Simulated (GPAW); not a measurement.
ZnO (wurtzite (ZnO)1-x(CdO)x, x = 0, P6_3mc), O K edge of atom 2, with 4 Zn at 1.98 Å (tetrahedral). Method: GPAW, LDA, excited-electron core hole (neutral cell), 16-atom cell with 5.2 Å between holes, 4×4×4 k points, dipole transitions, Gaussian full width 0.9 eV up to 4 eV, rising linearly to 3.5 eV at 25 eV.

```xyz
16
Lattice="6.5000 0.0000 0.0000 0.0000 5.6292 0.0000 0.0000 0.0000 5.2070" Properties=species:S:1:pos:R:3 pbc="T T T"
Zn    0.0000    0.0000    0.0000
O     0.0000    1.8764    0.6256
Zn    0.0000    1.8764    2.6035
O     0.0000    0.0000    3.2291
Zn    1.6250    2.8146    0.0000
O     1.6250    4.6910    0.6256
Zn    1.6250    4.6910    2.6035
O     1.6250    2.8146    3.2291
Zn    3.2500    0.0000    0.0000
O     3.2500    1.8764    0.6256
Zn    3.2500    1.8764    2.6035
O     3.2500    0.0000    3.2291
Zn    4.8750    2.8146    0.0000
O     4.8750    4.6910    0.6256
Zn    4.8750    4.6910    2.6035
O     4.8750    2.8146    3.2291
```

Energy from the bottom of the conduction band, which holds the excited electron; a common scale on which the isotropic spectrum has a mean of 1 over the first 20 eV.

```tsv
E (eV)	curve 1	curve 2
-2.0	0.00	0.00
-1.5	0.00	0.00
-1.0	0.00	0.00
-0.5	0.00	0.00
0.0	0.00	0.00
0.5	0.02	0.01
1.0	0.08	0.06
1.5	0.15	0.16
2.0	0.25	0.22
2.5	0.47	0.36
3.0	0.73	0.76
3.5	1.09	1.18
4.0	1.58	1.40
4.5	1.90	1.81
5.0	2.00	2.18
5.5	2.13	2.34
6.0	2.55	2.86
6.5	3.11	2.72
7.0	3.51	2.27
7.5	2.97	2.11
8.0	1.72	1.61
8.5	0.82	1.13
9.0	0.55	1.24
9.5	0.57	1.55
10.0	0.66	1.52
10.5	0.77	1.18
11.0	0.91	0.87
11.5	1.06	0.69
12.0	1.20	0.60
12.5	1.25	0.54
13.0	1.16	0.52
13.5	0.96	0.53
14.0	0.73	0.57
14.5	0.55	0.61
15.0	0.43	0.65
15.5	0.36	0.66
16.0	0.31	0.64
16.5	0.28	0.61
17.0	0.28	0.59
17.5	0.31	0.58
18.0	0.37	0.59
18.5	0.44	0.61
19.0	0.51	0.66
19.5	0.59	0.73
20.0	0.66	0.81
20.5	0.73	0.89
21.0	0.80	0.93
21.5	0.88	0.94
22.0	0.97	0.91
22.5	1.07	0.86
23.0	1.17	0.80
23.5	1.28	0.75
24.0	1.39	0.74
24.5	1.48	0.79
25.0	1.53	0.89
25.5	1.52	1.04
26.0	1.46	1.22
26.5	1.35	1.39
27.0	1.21	1.50
27.5	1.07	1.52
28.0	0.95	1.46
28.5	0.86	1.32
29.0	0.80	1.16
29.5	0.76	1.00
```

Question: The curves are for the electric vector along different Cartesian axes of the cell as given, averaged over the symmetry-equivalent atoms. Which is which?

Curve 1: along x (⊥ c) (the other in-plane axis gives the same curve within 3 %), main maxima 7.0 eV (3.51) and 12.4 eV (1.25). Curve 2: along z (c), main maxima 6.2 eV (2.92), 9.7 eV (1.59) and 21.3 eV (0.94). A K edge sees empty p states on the absorber. Each direction probes the empty orbitals that point along it. The holes are only 5.2 Å apart, so the shape is probably not converged with cell size; no larger cell was run here. The mesh is coarse (0.30 Å⁻¹ between points), so small maxima may be mesh ripples.

[Banner, clock and machine lines of the logs are left out without a mark of their own.]

[Logs are printed without paths, hosts, clocks, repeated set-up lines and the standing remarks that a program may print on its own settings, such as how far it seeks lower states.]

[Hosts, paths, dates, database ids (printed as entryN), source tags and the programs' standing remarks are cut or masked in the printed files.]

[Lists of maxima count a maximum above −3 eV only where it reaches 4 % of the highest in the window and stands out from its surroundings by 2 % of it (1.5 % where it reaches 55 %); shoulders and weaker maxima are passed over, and of the rest the first, up to two pre-edge ones and the few strongest are named.]
